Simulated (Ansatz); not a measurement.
# Resistance of the fcc Cu(111) / fcc Pd(111) interface, part 2 of 2

Wanted: 2AR for the fcc Cu(111) / fcc Pd(111) interface, at several levels. Experiment: current-perpendicular-to-plane resistances of sputtered multilayers at 4.2 K give 2AR = 0.9 ± 0.1 fΩ m² (J. Bass, CPP magnetoresistance of magnetic multilayers: a critical review, arXiv:1511.07387 (2015), Table 10). Those interfaces are textured, rough and intermixed over some layers.

Ansatz 0.2.0; Ansatz plane-wave DFT, PBE, PAW files; ballistic transport by layer matching (Landauer), zero bias (the session's first sound run).

So far, transmission per spin nearest the Fermi level: step 2 (transmission: PBE) 0.517; step 6 (LDA) 0.526; step 8 (r2SCAN, cutoff 500 eV) 0.496.

### Step 10. Transmission: PBE on the lower metal's lattice, k-mesh 17×17×1, in plane spacing 2.5562 Å

The common lattice is now the lower metal's own, which puts all the misfit on the upper one. To save time only the energies from -0.06 to 0.06 eV are solved. The mesh is 56×56 and the cutoff, the files' own for this level, 420 eV.

This step: Ansatz plane-wave DFT, PBE, PAW files; ballistic transport by layer matching (Landauer), zero bias (Ansatz 0.2.0).

The cell differs from the one that the last finished run ended in (a 2.653 → 2.556 Å, b 2.653 → 2.556 Å, c 39.153 → 42.186 Å).

File input.yaml:

```yaml
crystal:
  lattice:
    - [2.5561627297, 0.0, 0.0]
    - [-1.2780813649, 2.2137018601, 0.0]
    - [0.0, 0.0, 42.1860841954]
  atoms:
    - { symbol: Cu, position: [0.0, 0.0, 0.0237044992] }
    - { symbol: Cu, position: [0.3333333333, 0.6666666667, 0.0731781152] }
    - { symbol: Cu, position: [0.6666666667, 0.3333333333, 0.1226517312] }
    - { symbol: Cu, position: [0.0, 0.0, 0.1721253472] }
    - { symbol: Cu, position: [0.3333333333, 0.6666666667, 0.2215989631] }
    - { symbol: Cu, position: [0.6666666667, 0.3333333333, 0.2710725791] }
    - { symbol: Cu, position: [0.0, 0.0, 0.3205461951] }
    - { symbol: Cu, position: [0.3333333333, 0.6666666667, 0.3700198111] }
    - { symbol: Cu, position: [0.6666666667, 0.3333333333, 0.419493427] }
    - { symbol: Pd, position: [0.0, 0.0, 0.4750489826] }
    - { symbol: Pd, position: [0.3333333333, 0.6666666667, 0.5366864777] }
    - { symbol: Pd, position: [0.6666666667, 0.3333333333, 0.5983239729] }
    - { symbol: Pd, position: [0.0, 0.0, 0.659961468] }
    - { symbol: Pd, position: [0.3333333333, 0.6666666667, 0.7215989631] }
    - { symbol: Pd, position: [0.6666666667, 0.3333333333, 0.7832364583] }
    - { symbol: Pd, position: [0.0, 0.0, 0.8448739534] }
    - { symbol: Pd, position: [0.3333333333, 0.6666666667, 0.9065114485] }
    - { symbol: Pd, position: [0.6666666667, 0.3333333333, 0.9681489437] }
kpoints:
  mp_grid: { grid: [17, 17, 1] }
hamiltonian:
  xc: pbe
scf:
  occupations: { method: fermi_dirac, width: 0.1 }
output:
  transmission:
    leads: [[3, 4], [12, 13]]
    kmesh: [56, 56]
    e_range: [-0.06, 0.06]
    de: 0.04
  write_potential: true
  write_density: true
  volumetric_format: npy
```

On the command line:

```sh
ansatz run input.yaml --threads 8 --pin off --max-ram 15360MiB --backend cpu --events-out ev --progress --plain --runs-dir out
```

Run time: 64 s. Hardware: 8 threads of Arm Neoverse N1, shared host; peak memory 2.5 GiB.

Numbers from this step:

```yaml
free_energy: -122380.0095 eV
energy_at_zero_smearing: -122379.7869 eV
fermi_energy: 18.54 eV
cell_area: 5.659 Å²
step_of_the_lead_s_potential: 8.1 meV
step_of_the_upper_lead_s_potential: 1.7 meV
```

Per spin. The transmission, zone mean by energy, zero at the Fermi level:

| energy (eV) | transmission, zone mean |
| --- | --- |
| -0.0600 | 0.492 |
| -0.0200 | 0.480 |
| 0.0200 | 0.469 |
| 0.0600 | 0.460 |

Over the solved energies the transmission per spin lies between 0.460 and 0.492, out of 0.803 channels of the lead on average (up to 0.805).

### Step 11. Resistance: PBE on the lower metal's lattice

This step: Ansatz plane-wave DFT, PBE, PAW files; ballistic transport by layer matching (Landauer), zero bias; specific resistance of one interface, 1/T less the mean of the leads' 1/N (Ansatz 0.2.0).

Numbers from this step:

```yaml
area_resistance: 0.6175 fΩ m²
t_over_the_leads_mean_channel_count: 0.5979
twice_the_interface_resistance_2ar_or_2ar_star_for_magnets: 1.235 fΩ m²
```

Twice the interface resistance is 1.24 fΩ m² here, against 1.31 in the first run; 59.8 % of the two leads' mean channel count pass, 57.3 % before.

### Step 12. Transmission: PBE on the upper metal's lattice, in plane spacing 2.7505 Å, lattice of Pd

And the upper metal's lattice, which puts it on the lower one. To save time only the energies from -0.06 to 0.06 eV are solved. The mesh is 52×52 and the cutoff, the files' own for this level, 420 eV.

This step: Ansatz plane-wave DFT, PBE, PAW files; ballistic transport by layer matching (Landauer), zero bias (Ansatz 0.2.0).

The cell differs from the one that the last finished run ended in (a 2.556 → 2.751 Å, b 2.556 → 2.751 Å, c 42.186 → 36.435 Å).

File input.yaml:

```yaml
crystal:
  lattice:
    - [2.7505039575, 0.0, 0.0]
    - [-1.3752519787, 2.3820063004, 0.0]
    - [0.0, 0.0, 36.4352424162]
  atoms:
    - { symbol: Cu, position: [0.0, 0.0, 0.0274459543] }
    - { symbol: Cu, position: [0.3333333333, 0.6666666667, 0.0769195703] }
    - { symbol: Cu, position: [0.6666666667, 0.3333333333, 0.1263931863] }
    - { symbol: Cu, position: [0.0, 0.0, 0.1758668023] }
    - { symbol: Cu, position: [0.3333333333, 0.6666666667, 0.2253404183] }
    - { symbol: Cu, position: [0.6666666667, 0.3333333333, 0.2748140342] }
    - { symbol: Cu, position: [0.0, 0.0, 0.3242876502] }
    - { symbol: Cu, position: [0.3333333333, 0.6666666667, 0.3737612662] }
    - { symbol: Cu, position: [0.6666666667, 0.3333333333, 0.4232348822] }
    - { symbol: Pd, position: [0.0, 0.0, 0.4787904377] }
    - { symbol: Pd, position: [0.3333333333, 0.6666666667, 0.5404279329] }
    - { symbol: Pd, position: [0.6666666667, 0.3333333333, 0.602065428] }
    - { symbol: Pd, position: [0.0, 0.0, 0.6637029231] }
    - { symbol: Pd, position: [0.3333333333, 0.6666666667, 0.7253404183] }
    - { symbol: Pd, position: [0.6666666667, 0.3333333333, 0.7869779134] }
    - { symbol: Pd, position: [0.0, 0.0, 0.8486154085] }
    - { symbol: Pd, position: [0.3333333333, 0.6666666667, 0.9102529037] }
    - { symbol: Pd, position: [0.6666666667, 0.3333333333, 0.9718903988] }
kpoints:
  mp_grid: { grid: [16, 16, 1] }
hamiltonian:
  xc: pbe
scf:
  occupations: { method: fermi_dirac, width: 0.1 }
output:
  transmission:
    leads: [[3, 4], [12, 13]]
    kmesh: [52, 52]
    e_range: [-0.06, 0.06]
    de: 0.04
  write_potential: true
  write_density: true
  volumetric_format: npy
```

Run time: 74 s. Hardware: 8 threads; peak memory 2.4 GiB.

Numbers from this step:

| Quantity | Value |
| --- | --- |
| free energy | -122381.3535 eV |
| energy at zero smearing | -122381.0519 eV |
| Fermi energy | 18.50 eV |
| cell area | 6.552 Å² |
| step of the lead's potential | 15.2 meV |
| step of the upper lead's potential | 2.7 meV |

Per spin. Transmission, zone mean against energy, zero at the Fermi level:

| energy (eV) | transmission, zone mean |
| --- | --- |
| -0.0600 | 0.579 |
| -0.0200 | 0.550 |
| 0.0200 | 0.530 |
| 0.0600 | 0.514 |

Over the solved energies the transmission per spin lies between 0.514 and 0.579, out of 0.919 channels of the lead on average (up to 0.929).

### Step 13. Resistance: PBE on the upper metal's lattice

This step: Ansatz plane-wave DFT, PBE, PAW files; ballistic transport by layer matching (Landauer), zero bias; specific resistance of one interface, 1/T less the mean of the leads' 1/N (Ansatz 0.2.0).

This step gave:

```
area resistance                                           : 0.7770 fΩ m²
T over the leads' mean channel count                      : 0.4840
twice the interface resistance (2AR, or 2AR* for magnets) : 1.554 fΩ m²
```

Twice the interface resistance is 1.55 fΩ m² here, against 1.31 in the first run; 48.4 % of the two leads' mean channel count pass, 57.3 % before.

### Step 14. Results

| Quantity | Value |
| --- | --- |
| 2AR, PBE | 1.31 fΩ m² |
| 2AR, LDA | 1.27 fΩ m² |
| 2AR, r2SCAN | 1.41 fΩ m² |
| 2AR, PBE on the lower metal's lattice | 1.24 fΩ m² |
| 2AR, PBE on the upper metal's lattice | 1.55 fΩ m² |
| twice the interface resistance (2AR, or 2AR* for magnets), measured | 0.9 fΩ m² at 4.2 K (measured, sputtered multilayers; J. Bass, CPP magnetoresistance of magnetic multilayers: a critical review, arXiv:1511.07387 (2015), Table 10) |

In words: One interface gives 2AR = 1.31 fΩ m² (PBE). The functionals span 1.27 to 1.41 fΩ m². A mesh a third as fine gives 1.26 against 1.31 fΩ m². The misfit of 7.3 % is shared out in plane at constant volume, which leaves both metals far from their own cubic or hexagonal shape; the values belong to these strained forms. With a misfit of 7.3 %, the choice of the common lattice gives 1.24 on the lower metal's and 1.55 fΩ m² on the upper one's. Against the measured 0.9 fΩ m², PBE gives 1.31, a ratio of 1.5: fair agreement. A misfit of 7.3 % forced into one lattice distorts both Fermi surfaces, while real films relax by dislocations. Earlier muffin-tin calculations for the perfect interface gave 1.5 fΩ m² (same review, Table 14). The formula assumes diffuse scattering between interfaces; layers sit on ideal sites at each metal's own atomic volume.

[Logs are printed without paths, hosts, clocks, repeated set-up lines and the standing remarks that a program may print on its own settings, such as how far it seeks lower states.]

[Hosts, paths, dates, database ids (printed as entryN), source tags and the programs' standing remarks are cut or masked in the printed files.]
